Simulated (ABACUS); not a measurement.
# Pt (Fm-3m) in ABACUS: further runs, part 2 of 2

ABACUS 3.10.1.

## Step 4: Relaxation of cell and atoms, PBEsol

Input file INPUT:

```
INPUT_PARAMETERS
suffix              Pt
calculation         cell-relax
basis_type          pw
pseudo_dir          ./
latname             fcc
symmetry            1
dft_functional      pbesol
ecutwfc             40
pseudo_rcut         10
nspin               1
nbands              12
ks_solver           dav
smearing_method     fd
smearing_sigma      0.00367493
scf_thr             1e-08
scf_nmax            100
mixing_type         broyden
mixing_beta         0.7
cal_force           1
cal_stress          1
ecutrho             320
relax_nmax          60
force_thr_ev        0.02
relax_method        cg
out_stru            1
stress_thr          0.5
kpar                4
```

Input file STRU:

```
ATOMIC_SPECIES
Pt 195.0840 pt_pbe_v1.4.uspp.F.UPF

LATTICE_CONSTANT
7.4111279156

ATOMIC_POSITIONS
Direct

Pt
0.0
1
0.0000000000 0.0000000000 0.0000000000 1 1 1
```

Input file KPT:

```
K_POINTS
0
Gamma
10 10 10 0 0 0
```

Potentials or basis: GBRV ultrasoft 1.5 PBE, plane waves.

On the command line:

```sh
$ OMP_NUM_THREADS=1 mpirun -np 4 abacus > log
```

running log:

```text
ABACUS v3.10.1

               Atomic-orbital Based Ab-initio Computation at UStc

 ------------------------------------------------------------------------------------

 READING GENERAL INFORMATION
                           global_out_dir = OUT.Pt/
                           global_in_card = INPUT
                               pseudo_dir = ./
                              orbital_dir =
                                    DSIZE = 4
                                    GSIZE = 1

 READING UNITCELL INFORMATION
                                    ntype = 1
                  lattice constant (Bohr) = 7.41113
              lattice constant (Angstrom) = 3.9218

 READING ATOM TYPE 1
                               atom label = Pt
                      L=0, number of zeta = 1
                      L=1, number of zeta = 1
                      L=2, number of zeta = 1
             number of atom for this type = 1

                        TOTAL ATOM NUMBER = 1
DIRECT COORDINATES
    atom                   x                   y                   z     mag                  vx                  vy                  vz
taud_Pt1            0.0000000000        0.0000000000        0.0000000000  0.0000        0.0000000000        0.0000000000        0.0000000000

                          Volume (Bohr^3) = 101.764
                             Volume (A^3) = 15.0798

 Lattice vectors: (Cartesian coordinate: in unit of a_0)
                 -0.5                  +0                +0.5
                   +0                +0.5                +0.5
                 -0.5                +0.5                  +0
 Reciprocal vectors: (Cartesian coordinate: in unit of 2 pi/a_0)
                   -1                  -1                  +1
                   +1                  +1                  +1
                   -1                  +1                  -1
 The esolver type has been set to : ksdft_pw

                PAO radial cut off (Bohr) = 10

 Read in pseudopotential file is pt_pbe_v1.4.uspp.F.UPF
                     pseudopotential type = US
          exchange-correlation functional = PBE
                 nonlocal core correction = 1
                        valence electrons = 16
                                     lmax = 2
                           number of zeta = 4
                     number of projectors = 6
                           L of projector = 0
                           L of projector = 0
                           L of projector = 1
                           L of projector = 1
                           L of projector = 2
                           L of projector = 2
 XC functional updated to : pbesol
          exchange-correlation functional = PBESOL
     initial pseudo atomic orbital number = 12

[... 93 lines left out ...]
(for reciprocal lattice: )
                             BRAVAIS TYPE = 2
                     BRAVAIS LATTICE NAME = 02. Cubic I (body-centered)
                                    ibrav = 2
                       right hand lattice = 1
(for k-lattice: )
                             BRAVAIS TYPE = 2
                     BRAVAIS LATTICE NAME = 02. Cubic I (body-centered)
                                    ibrav = 2
                       right hand lattice = 1
                        ROTATION MATRICES = 48
                               nkstot_ibz = 47
K-POINTS REDUCTION ACCORDING TO SYMMETRY
     IBZ    DIRECT_X    DIRECT_Y    DIRECT_Z  WEIGHT  ibz2bz
       1  0.00000000  0.00000000  0.00000000  0.0010       0
       2  0.10000000  0.10000000  0.10000000  0.0080       1
       3  0.20000000  0.20000000  0.20000000  0.0080       2
       4  0.30000000  0.30000000  0.30000000  0.0080       3
       5  0.40000000  0.40000000  0.40000000  0.0080       4
       6  0.50000000  0.50000000  0.50000000  0.0040       5
[... 22 lines left out ...]
      29  0.50000000  0.50000000  0.10000000  0.0240      45
      30 -0.20000000  0.40000000  0.40000000  0.0120      46
[... 17 further k points ...]

                               nkstot now = 47
[... K-POINTS DIRECT COORDINATES: 47 rows ...]

           k-point number in this process = 12
       minimum distributed K point number = 11
[... stars of the k points ...]

[... K-POINTS CARTESIAN COORDINATES: 12 rows ...]

[... K-POINTS DIRECT COORDINATES: 12 rows ...]

 SETUP PLANE WAVES FOR WAVE FUNCTIONS
     energy cutoff for wavefunc (unit:Ry) = 40
              fft grid for wave functions = [ 24, 24, 24 ]
                    number of plane waves = 609
                         number of sticks = 91

 PARALLEL PW FOR WAVE FUNCTIONS
     PROC   COLUMNS(POT)             PW
        1             91            609
 --------------- sum -------------------
        1             91            609

 SETUP NONLOCAL PSEUDOPOTENTIALS IN PLANE WAVE BASIS
 Pt non-local projectors:
 projector 1 L=0
 projector 2 L=0
 projector 3 L=1
 projector 4 L=1
 projector 5 L=2
 projector 6 L=2
      TOTAL NUMBER OF NONLOCAL PROJECTORS = 18

 Init Non-Local PseudoPotential table :
 Init Non-Local-Pseudopotential done.

                                     npwx = 439

 Make real space PAO into reciprocal space.
       max mesh points in Pseudopotential = 821
     dq(describe PAO in reciprocal space) = 0.01
                                    max q = 1272

 number of pseudo atomic orbitals for Pt is 4
WARNING: norm of atomic wavefunction # 3 of atomic type Pt is 0.999984, renormalized
WARNING: norm of atomic wavefunction # 4 of atomic type Pt is 0.997102, renormalized

 -------------------------------------------
 STEP OF RELAXATION : 1
 -------------------------------------------
                                 init_chg = atomic

 PW ALGORITHM --------------- ION=   1  ELEC=   1--------------------------------

 Density error is 0.807467901185
                          Error Threshold = 0.01
----------------------------------------------------------
     Energy           Rydberg                 eV
----------------------------------------------------------
 E_KohnSham     -210.0528509121      -2857.9156535492
 E_Harris       -217.5148649659      -2959.4415632372
 E_Fermi        1.8883759962         25.6926735153
----------------------------------------------------------
[... 446 lines left out ...]
 Largest gradient in stress is 0.102061 kbar.
 Threshold is 0.500000 kbar.

 Relaxation is converged!

 --------------------------------------------
 !FINAL_ETOT_IS -2861.3773509307375207 eV
 --------------------------------------------
```

Run time: 10 s. Hardware: 4 MPI ranks of Intel Xeon Platinum 8488C (Sapphire Rapids), shared host; peak memory 0.36 GiB.

Results:

```
Free energy                            : -2861.3774 eV
Relaxed volume                         : 14.98 Å³/atom
Relaxed cell                           : a = 2.767 Å, b = 2.767 Å, c = 2.767 Å, α = 60.00°, β = 60.00°, γ = 60.00°
Space group after relaxing (to 0.05 Å) : Fm-3m (No. 225)
Energy gained by relaxing              : 0.6 meV/atom
Ionic steps                            : 4
Pressure after relaxing                : 0.0 GPa
Band gap on the k mesh                 : none (metal or under the smearing width)
```

Step by step:
```csv
step,energy change (eV),largest force (eV/Å),pressure (GPa),volume (Å³)
1,0.0000,0.0000,-1.79,15.08
2,0.0044,0.0000,5.84,14.70
3,-0.0006,0.0000,-0.07,14.98
4,-0.0006,0.0000,-0.01,14.98
```

Final structure:
```
Pt
1.0
    -1.95670    0.00000    1.95670
     0.00000    1.95670    1.95670
    -1.95670    1.95670    0.00000
Pt
1
Direct
  0.00000 0.00000 0.00000
```

Levels at points of the mesh, in eV from the Fermi level:
| k point | band 4 | band 5 | band 6 | band 7 | band 8 | band 9 |
| --- | --- | --- | --- | --- | --- | --- |
| (0.00, 0.00, 0.00) | -10.39 | -3.87 | -3.87 | -3.87 | -1.67 | -1.67 |
| (0.50, 0.50, 0.50) | -7.46 | -3.93 | -3.93 | -0.59 | 0.03 | 0.03 |
| (0.50, 0.50, 0.00) | -7.21 | -6.75 | 0.00 | 0.49 | 0.49 | 1.69 |

Caveat: the potentials were made for another functional, which shifts forces and pressure. The run has no spin-orbit coupling, so splittings on Pt are missing.

## Step 5: The runs side by side

| task | level | potentials or basis | cell | max steps of the relaxation | force threshold | optimiser | stress threshold | gap on the mesh (eV) | pressure (GPa) |
| --- | --- | --- | --- | --- | --- | --- | --- | --- | --- |
| single point | LDA-PW92 | GBRV ultrasoft 1.5 LDA, plane waves | as given | - | - | - | - | none | -7.6 |
| single point | PBEsol | GBRV ultrasoft 1.5 PBE, plane waves | as given | - | - | - | - | none | -1.8 |
| relaxation of cell and atoms | PBEsol | GBRV ultrasoft 1.5 PBE, plane waves | relaxed | 60 | 0.02 eV/Å | cg | 0.5 kbar | none | 0.0 |

Alike in all rows: no spin polarisation; k mesh 10 × 10 × 10; cutoff (eV) 544; smearing fermi-dirac 0.05 eV.

Caveats: the potentials were made for another functional, which shifts forces and pressure (some runs).

Total energies depend on the potentials used, so only differences within one code and one set of settings carry meaning.
